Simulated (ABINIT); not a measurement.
Wanted: the native input for an ABINIT 10.8.3 (patched build) run.

```yaml
Task: single point
Functional: PBEsol
Potentials_or_basis: PseudoDojo NC SR PBEsol v0.4.1 standard
Cutoff: 1088 eV
k_mesh: 10 × 10 × 10
Occupations: fermi-dirac, width 0.05 eV
Spin: no spin polarisation
```

The system is Sb.

```
Sb
1.0
     0.00000    2.37124    2.37124
     2.37124    0.00000    2.37124
     2.37124    2.37124    0.00000
Sb
1
Direct
  0.00000 0.00000 0.00000
```

This isn't the form of Sb at room conditions, which is rhombohedral.

These files were run (other wordings do the same):

run.abi

```
pp_dirpath "./"
pseudos "Sb.upf"

acell 3.3534433337 3.3534433337 3.3534433337 Angstrom
rprim
     0.0000000000     0.7071067812     0.7071067812
     0.7071067812     0.0000000000     0.7071067812
     0.7071067812     0.7071067812     0.0000000000
ntypat 1
znucl 51
natom 1
typat 1
xred
     0.0000000000     0.0000000000     0.0000000000

ecut 40.0

kptopt 1
ngkpt 10 10 10
nshiftk 1
shiftk 0.0 0.0 0.0

ixc -116133

nband 12
occopt 3
tsmear 0.05 eV

nstep 100
tolvrs 1.0e-10

iomode 3
prtwf 0
prtden 0
prteig 0
prtebands 0
enunit 1
```

Potentials or basis: PseudoDojo NC SR PBEsol v0.4.1 standard.

Launch:

```bash
$ abinit run.abi > log 2>&1
```

Results of the run:

- Pressure: -1.2 GPa
- Band gap on the k mesh: none (metal or under the smearing width)
- Valence electrons inside the program's atomic spheres: Sb 11.19 (radii [1.0584] Å)

Wall time 41 s on 1 thread of AMD EPYC 7R43 64-Core Processor (Zen 3), with other jobs on the host, peak memory 0.08 GiB.
